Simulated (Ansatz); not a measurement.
Wanted: the native input for an Ansatz 0.2.0 run.

- Task: band structure
- Functional: LDA
- Potentials or basis: Ansatz PAW
- Cutoff: 420 eV (not typed: the program's choice for these potentials)
- k mesh: 8 × 8 × 8
- Occupations: fermi-dirac, width 0.05 eV
- Spin: no spin polarisation
- Path: [["G", "X", "W", "K", "G", "L", "U", "W", "L", "K"], ["U", "X"]]
- Points for each segment of the path: 14

Crystal: CaF2 (Fluorite).

```xyz
3
Lattice="0.0000 2.7310 2.7310 2.7310 0.0000 2.7310 2.7310 2.7310 0.0000" Properties=species:S:1:pos:R:3 pbc="T T T"
Ca    0.0000    0.0000    0.0000
F     4.0965    4.0965    4.0965
F     1.3655    1.3655    1.3655
```

The input as run:

input.yaml

```yaml
crystal:
  lattice:
    - [0.0, 2.731, 2.731]
    - [2.731, 0.0, 2.731]
    - [2.731, 2.731, 0.0]
  atoms:
    - { symbol: Ca, position: [0.0, 0.0, 0.0] }
    - { symbol: F, position: [0.75, 0.75, 0.75] }
    - { symbol: F, position: [0.25, 0.25, 0.25] }
hamiltonian:
  xc: lda
  pseudopotentials: { kind: paw }
kpoints:
  mp_grid: { grid: [8, 8, 8] }
  band_path:
    path:
      - [[0.0, 0.0, 0.0], [0.5, 0.0, 0.5], [0.5, 0.25, 0.75], [0.375, 0.375, 0.75], [0.0, 0.0, 0.0], [0.5, 0.5, 0.5], [0.625, 0.25, 0.625], [0.5, 0.25, 0.75], [0.5, 0.5, 0.5], [0.375, 0.375, 0.75]]
      - [[0.625, 0.25, 0.625], [0.5, 0.0, 0.5]]
    npoints: 14
scf:
  occupations: { method: fermi_dirac, width: 0.05 }
  n_extra_bands: 7
output:
  forces: true
  stress: true
  eigenvalues: true
  fatbands: true
```

Potentials or basis: Ansatz PAW.

The run is started by

```console
$ ansatz run input.yaml --threads 2 --pin off --max-ram 5632MiB --backend cpu --events-out ev --progress --plain --runs-dir out
```

It gave:

| Item | Value |
| --- | --- |
| Pressure | -6.5 GPa |
| Band gap on the k mesh | 6.93 eV, indirect (least direct gap 7.18 eV) |
| Band gap along the path | 6.93 eV, indirect (least direct gap 7.18 eV) |

Caveat: the pressure holds a Pulay correction of +0.8 GPa for the finite cutoff; the PAW data sets come from PBE, with cores solved anew for the run's functional, which leaves a small shift of forces and pressure.

Wall time 2.1 s on 2 threads of Arm Neoverse V2, with other jobs on the host, peak memory 0.29 GiB.
